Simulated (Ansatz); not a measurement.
## Mn3Si (Fm-3m): ferro- and antiferromagnetic starts

```yaml
crystal:
  lattice:
    - [0.00000, 2.86100, 2.86100]
    - [2.86100, 0.00000, 2.86100]
    - [2.86100, 2.86100, 0.00000]
  atoms:
    - { symbol: Mn, position: [0.50000, 0.50000, 0.50000] }
    - { symbol: Mn, position: [0.25000, 0.25000, 0.25000] }
    - { symbol: Mn, position: [0.75000, 0.75000, 0.75000] }
    - { symbol: Si, position: [0.00000, 0.00000, 0.00000] }
```

The geometry is a structure as deposited in COD, held fixed and not relaxed.

The runs share LDA, 10×10×10 k mesh, Fermi–Dirac smearing of 0.05 eV. PAW means Ansatz 0.2.0 on its default frozen-core files; LAPW is all-electron LAPW in Ansatz 0.2.0. Site moments are integrated in spheres about the atoms, whose radii differ between the methods. Start moments of the first PAW run (μB): Mn1 4, Mn2 4, Mn3 4.

Energies count from the run that starts all moments parallel. Patterns list the atoms that start with 0.5 μB or more.

```json
{"start": "Mn1↑, Mn2↑, Mn3↑", "ΔF PAW (meV/atom)": "0.0", "ΔF LAPW (meV/atom)": "0.0", "largest moment, PAW (μB)": "2.37", "M, PAW (μB/cell)": "1.05", "order at the end, PAW": "changed", "P, PAW (GPa)": "-23.4"}
{"start": "Mn1↑, Mn2↓, Mn3↓", "ΔF PAW (meV/atom)": "0.0", "ΔF LAPW (meV/atom)": "0.0", "largest moment, PAW (μB)": "2.37", "M, PAW (μB/cell)": "1.05", "order at the end, PAW": "kept", "P, PAW (GPa)": "-23.4"}
{"start": "Mn1↑, Mn2↑, Mn3↓", "ΔF PAW (meV/atom)": "0.0", "ΔF LAPW (meV/atom)": "0.0", "largest moment, PAW (μB)": "2.37", "M, PAW (μB/cell)": "1.05", "order at the end, PAW": "changed", "P, PAW (GPa)": "-23.4"}
{"start": "no spin polarisation", "ΔF PAW (meV/atom)": "?", "ΔF LAPW (meV/atom)": "–", "largest moment, PAW (μB)": "0.00", "M, PAW (μB/cell)": "0.00", "order at the end, PAW": "–", "P, PAW (GPa)": "-30.7"}
```

Problem. What belongs in the row "no spin polarisation", column "ΔF PAW (meV/atom)"?

Solution. +85.1.

The lowest of these ends as follows. Site moments (μB): Mn1 2.37, Mn2 -0.70, Mn3 -0.70, Si4 0.03. Cell moment 1.05 μB. Orders of other supercells weren't tried and can lie lower.

The start Mn1↑, Mn2↑, Mn3↑ ends so. Site moments (μB): Mn1 2.37, Mn2 -0.70, Mn3 -0.70, Si4 0.03. Cell moment 1.05 μB.

The start Mn1↑, Mn2↑, Mn3↓ ends so. Site moments (μB): Mn1 2.37, Mn2 -0.70, Mn3 -0.70, Si4 0.03. Cell moment 1.05 μB.

The PAW files were made with PBE; the program remakes their cores once for the run's functional and then keeps them frozen. This cell lies far from its zero-pressure volume, so the numbers describe the cell as given rather than the relaxed compound. The Ansatz runs typed with the search for lower states off end where their start leads. These are results for the start and cell typed. The real compound can order otherwise, in a larger cell, or not at all, since semilocal functionals at zero temperature often overstate magnetism.
